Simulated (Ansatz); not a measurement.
# Pd (P6_3/mmc) in Ansatz: reference runs

Aim: a first look at Pd with PBEsol, on the cell as given and on a disturbed one.

Program: Ansatz 0.2.0. These are calculated values, not measurements. Logs are shortened: lines on timing, memory, paths and dates and some standing lists are left out, and cuts for length are marked.

**1. Starting point**

It takes space group P6_3/mmc (No. 194, hexagonal). The conventional cell has a = 2.784 Å, b = 2.784 Å, c = 4.629 Å, α = 90.00°, β = 90.00°, γ = 120.00°. Pd (site symmetry -6m2) has 12 Pd at 2.78 to 2.82 Å as nearest neighbours.

This isn't the form of Pd at room conditions, which is fcc.

**2. Single point, PBEsol**

Input file input.yaml:

```yaml
crystal:
  lattice:
    - [2.7836650458, 0.0, 0.0]
    - [-1.3918325229, 2.4107246453, 0.0]
    - [0.0, 0.0, 4.628893]
  atoms:
    - { symbol: Pd, position: [0.3333333333, 0.6666666667, 0.25] }
    - { symbol: Pd, position: [0.6666666667, 0.3333333333, 0.75] }
kpoints:
  mp_grid: { grid: [11, 11, 6] }
scf:
  occupations: { method: fermi_dirac, width: 0.05 }
hamiltonian:
  xc: pbesol
  pseudopotentials: { kind: all_electron, lapw: { basis_error: 0.001 } }
output:
  forces: true
  stress: true
  eigenvalues: true
  populations: true
```

Potentials or basis: all-electron LAPW, scalar-relativistic.

On the command line:

```console
> ansatz run input.yaml --threads 1 --pin off --max-ram 3072MiB --backend cpu --events-out ev --progress --plain --runs-dir out
```

The program printed:

```text
Warning: RAYON_NUM_THREADS=1 ignored (pool sized by the plan → 1); use --threads N
Pd: projections on atomic orbitals take those of the free atom 1s2 2s2 2p6 3s2 3p6 3d10 4s2 4p6 4d10, of charge +0.00 (hamiltonian.pseudopotentials.projection_atoms)
LAPW: plane waves up to 8.258 Å⁻¹, error target 1.0e-3 eV per atom; small_component_spin mean_spin; Pd in spheres of 1.392 Å, 28 of its electrons in bands, Dirac shells [] (how accurate: hamiltonian.pseudopotentials.lapw.basis_error, Limitations)
Engine: ansatz 0.2.0, aarch64-unknown-linux-gnu
Pseudopotentials: kind: all_electron
Pseudopotential: Pd, LAPW, valence charge 28, lapw/all_electron/scalar/gaussian/Pd, Koelling and Harmon's equation, gaussian nucleus
Functional definition: PBEsol
  exchange = pbesol_x
  correlation = pbesol_c
Crystal: 2 atoms, lattice volume = 31.063 Å³
Basis set: ecut = 259.83522547640496 eV, 301 PW (Γ), exchange–correlation at level 2
Bands: 34, of which v1, the nominal top of the filled ones, is band 28 counted from 1 (27 counted from 0)
Symmetry: 24 space group operations
Space group: P63/mmc (ITA 194), of the structure as read, at distance tolerance 3.1e-5 Å
k-points: 64 of 726
Non-local potential: Pd, projectors of the file, none
Initial density: superposition of atomic densities (chi_scale 0.1, normalization cell)
Initial wavefunctions: plane waves of lowest kinetic energy (no species holds an atomic orbital)
Functional: x = pbesol(κ = 0.804, μ = 0.12345679012345678), c = pbesol(β = 0.046)
iter 1 solved again at ethr=9.04e-4 eV; its pass at ethr=1.00e-1 eV (dr2=5.06e-1 eV) is discarded
SCF iter   1: F=—  HF=-274483.044109 eV  |F-HF|=—  |Δ(HF+E_count)|=         —  Δρ=5.30e-2  dr2=5.08e-1  ethr=9.04e-4  ⟨swp⟩=2.3  Hψ=13666  notcnv=0
preconditioner: auto → LDOS  [metal: Δε(μ)=0.012 eV  Ē_g=11.017 eV  σ=0.050 eV  W_gap=0.06  n_scr=22 (ndim 8)  ℏωp=29.8 eV  f_vac=0.015  D(μ)=5.93/eV (n_scr^D=110)  β→1.0]
iter 2 solved again at ethr=6.86e-5 eV; its pass at ethr=9.04e-4 eV (dr2=3.84e-2 eV) is discarded
SCF iter   2: F=—  HF=-274483.733048 eV  |F-HF|=—  |Δ(HF+E_count)|=   6.89e-1  Δρ=1.78e-2  dr2=3.84e-2  ethr=6.86e-5  ⟨swp⟩=2.0  Hψ=11252  notcnv=0
preconditioner: auto → Kerker (q_TF=auto, 3.010 Å⁻¹)  [metal: Δε(μ)=0.011 eV  Ē_g=12.585 eV  σ=0.050 eV  W_gap=0.06  n_scr=22 (ndim 8)  ℏωp=29.8 eV  f_vac=0.000  D(μ)=5.68/eV (n_scr^D=98)  β→0.5]
SCF iter   3: F=—  HF=-274480.852108 eV  |F-HF|=—  |Δ(HF+E_count)|=    2.88e0  Δρ=1.42e-2  dr2=4.10e-2  ethr=6.86e-5  ⟨swp⟩=3.0  Hψ=7510  notcnv=0
SCF iter   4: F=—  HF=-274480.853645 eV  |F-HF|=—  |Δ(HF+E_count)|=         —  Δρ=6.08e-3  dr2=1.14e-2  ethr=6.86e-5  ⟨swp⟩=2.0  Hψ=5973  notcnv=0
the basis was enlarged: its passes take 91.6 KiB over the memory plan, 1 of 1 planned eigensolver slots
SCF iter   5: F=—  HF=-274480.856627 eV  |F-HF|=—  |Δ(HF+E_count)|=   2.98e-3  Δρ=1.62e-3  dr2=7.81e-4  ethr=2.03e-5  ⟨swp⟩=2.0  Hψ=6268  notcnv=0
SCF iter   6: F=—  HF=-274480.856638 eV  |F-HF|=—  |Δ(HF+E_count)|=   1.16e-5  Δρ=4.02e-4  dr2=2.94e-5  ethr=1.40e-6  ⟨swp⟩=2.0  Hψ=6290  notcnv=0
SCF iter   7: F=—  HF=-274480.856628 eV  |F-HF|=—  |Δ(HF+E_count)|=   1.06e-5  Δρ=1.42e-4  dr2=4.03e-6  ethr=5.25e-8  ⟨swp⟩=2.0  Hψ=6290  notcnv=0
SCF iter   8: F=—  HF=-274480.856625 eV  |F-HF|=—  |Δ(HF+E_count)|=   2.98e-6  Δρ=4.61e-5  dr2=4.48e-7  ethr=7.20e-9  ⟨swp⟩=2.0  Hψ=6290  notcnv=0
SCF iter   9: F=-274480.856625 eV  HF=-274480.856625 eV  |F-HF|=1.57e-9  |Δ(HF+E_count)|=   9.06e-8  Δρ=7.29e-6  dr2=1.28e-8  ethr=8.01e-10  ⟨swp⟩=2.0  Hψ=6290  notcnv=0
SCF 1 converged in 9 iterations: F = -274480.856625 eV  dr2 = 1.28e-8
SCF converged after 9 iterations
Free energy (F): -274480.856625 eV
Harris-Foulkes:  -274480.856625 eV  (|F-HF|=1.57e-9)
Internal energy: -274480.808544 eV  (E = F + TS)
E sigma→0 (E₀):  -274480.832584 eV
Entropy (-TS):   -0.048081 eV (-24.041 meV/atom)
Fermi energy:    19.923665 eV
--- Per-component energies (eV) ---
  E_band       = -6348.667387
  E_kinetic    = 286425.635584
  E_xc         = -7709.686213
  E_electrostatic = -553196.757915  (all electrons and nuclei)
  E_smearing   = -0.048081  (= −TS)
  E_closure    = 0.000000  (closes the sum)
  E_atoms      = -274472.095641  (free atoms, spherical and without spin; not in F)
  Σ components = -274480.856625   (vs F -274480.856625, Δ=0.00e0)
  Basis errors (estimates in eV, not in F): energy 2.4e-4 per atom: plane waves 2.0e-4 (9.9e-5 summed), levels above the bands 1.3e-117, relativity 2.7e-8, radial functions 4.7e-5, core shells 3.8e-8; eigenvalues (radial functions only) 5.2e-6; not estimated: angular momenta, meshes, grids; target (lapw.basis_error) 1.0e-3; muffin-tin radii Pd 1.392 Å
--- Forces (eV/Å), atoms counted from 1 ---
  atom   1  Pd    -0.00000000     0.00000000     0.00000000
  atom   2  Pd     0.00000000    -0.00000000     0.00000000
  max |Σ_I F_I| component: 2.31e-18 eV/Å
--- Stress (GPa, compression-positive) ---
      -10.578108      -0.000000       0.000000
       -0.000000     -10.578108       0.000000
        0.000000       0.000000     -10.017674
  P = ⅓ Tr σ = -10.3913 GPa (-103.913 kbar)
--- Band table (eV; the first three rows and the last of 64) ---
  k-point 0: bands = ["-304.3473", "-304.3473", "-304.3473", "-304.3473", "-304.3197", "-304.3197", "-304.3112", "-304.3112", "-304.3112", "-304.3112", "-63.9825", "-63.9429", "-29.8330", "-29.5990", "-29.5990", "-29.5543", "-29.5543", "-29.5071", "13.0510", "14.9357", "17.1821", "17.3717", "17.3717", "17.7015", "17.7015", "18.3540", "18.3540", "19.6950", "19.6950", "20.7886", "26.5025", "36.7694", "38.3159", "39.0836"]
  k-point 1: bands = ["-304.3473", "-304.3473", "-304.3473", "-304.3473", "-304.3197", "-304.3197", "-304.3112", "-304.3112", "-304.3112", "-304.3112", "-63.9799", "-63.9455", "-29.8115", "-29.5960", "-29.5960", "-29.5573", "-29.5573", "-29.5293", "13.2832", "14.9690", "17.1215", "17.3212", "17.3212", "17.6308", "17.6308", "18.5226", "18.5226", "19.6638", "19.6638", "19.8196", "27.8397", "36.3637", "38.5096", "38.5913"]
  k-point 2: bands = ["-304.3473", "-304.3473", "-304.3473", "-304.3473", "-304.3197", "-304.3197", "-304.3112", "-304.3112", "-304.3112", "-304.3112", "-63.9727", "-63.9528", "-29.7526", "-29.5896", "-29.5878", "-29.5878", "-29.5655", "-29.5655", "13.9157", "14.9805", "17.0225", "17.2765", "17.2765", "17.4728", "17.4728", "18.2310", "18.8874", "18.8874", "19.5331", "19.5331", "30.5622", "35.5900", "37.7293", "37.7699"]
  k-point 63: bands = ["-304.3473", "-304.3473", "-304.3473", "-304.3473", "-304.3197", "-304.3197", "-304.3112", "-304.3112", "-304.3112", "-304.3112", "-63.9279", "-63.9279", "-29.8279", "-29.8279", "-29.7557", "-29.7557", "-29.5871", "-29.5871", "15.9797", "15.9797", "16.5773", "16.5773", "17.3167", "17.3167", "18.3114", "18.3114", "19.7719", "19.7719", "25.9767", "25.9767", "28.2479", "28.2479", "29.7635", "29.7635"]
--- Löwdin populations: 2 sites ---
  site symbol       q [e]
     0     Pd     45.3687
     1     Pd     45.3687
  spilling = 0.013724 (of n_electrons = 92.000000)
```

It took 19 s on 1 thread of Arm Neoverse V2, shared host; peak memory 0.37 GiB.

Results:

- Free energy: -274480.8566 eV
- Pressure: -10.4 GPa
- Band gap on the k mesh: none (metal or under the smearing width)

Stress tensor (GPa, compression positive):
```
-10.58   0.00   0.00
  0.00 -10.58   0.00
  0.00   0.00 -10.02
```

Levels at points of the mesh, in eV from the Fermi level:
| k point | band 24 | band 25 | band 26 | band 27 | band 28 | band 29 | band 30 | band 31 | band 32 | band 33 |
| --- | --- | --- | --- | --- | --- | --- | --- | --- | --- | --- |
| (0.00, 0.00, 0.00) | -2.22 | -2.22 | -1.57 | -1.57 | -0.23 | -0.23 | 0.86 | 6.58 | 16.85 | 18.39 |
| (0.00, 0.00, -0.50) | -2.59 | -2.59 | -2.59 | -0.66 | -0.66 | -0.66 | -0.66 | 13.60 | 13.60 | 17.30 |

**3. Single point, PBEsol (atoms moved at random, drawn with an rms of 0.05 Å)**

input.yaml, as its differences from that of step 2:

```diff
@@ -6,4 +6,4 @@
   atoms:
-    - { symbol: Pd, position: [0.3333333333, 0.6666666667, 0.25] }
-    - { symbol: Pd, position: [0.6666666667, 0.3333333333, 0.75] }
+    - { symbol: Pd, position: [0.328501, 0.691682, 0.240991] }
+    - { symbol: Pd, position: [0.66929, 0.343987, 0.758727] }
 kpoints:
```

Potentials or basis: all-electron LAPW, scalar-relativistic.

On the command line:

```console
> ansatz run input.yaml --threads 1 --pin off --max-ram 3072MiB --backend cpu --events-out ev --progress --plain --runs-dir out
```

It took 1.8 min on 1 thread of Arm Neoverse V2, shared host; peak memory 1.1 GiB.

The run converged. Its results:

```yaml
Free_energy: -274480.8308 eV
Pressure: -9.7 GPa
Largest_force: 0.604 eV/Å
Band_gap_on_the_k_mesh: none (metal or under the smearing width)
```

Forces in eV/Å, atoms in the order of the input:
```
Pd   0.032 -0.032  0.603
Pd  -0.032  0.032 -0.603
```

Stress tensor (GPa, compression positive):
```
-10.34   0.37   0.15
  0.37  -9.68  -0.14
  0.15  -0.14  -9.08
```

Levels at points of the mesh, in eV from the Fermi level:
| k point | band 26 | band 27 | band 28 | band 29 | band 30 | band 31 |
| --- | --- | --- | --- | --- | --- | --- |
| (0.00, 0.00, 0.00) | -1.65 | -1.47 | -0.31 | -0.14 | 0.88 | 6.53 |
| (0.00, 0.00, -0.50) | -2.56 | -0.81 | -0.73 | -0.58 | -0.55 | 12.97 |
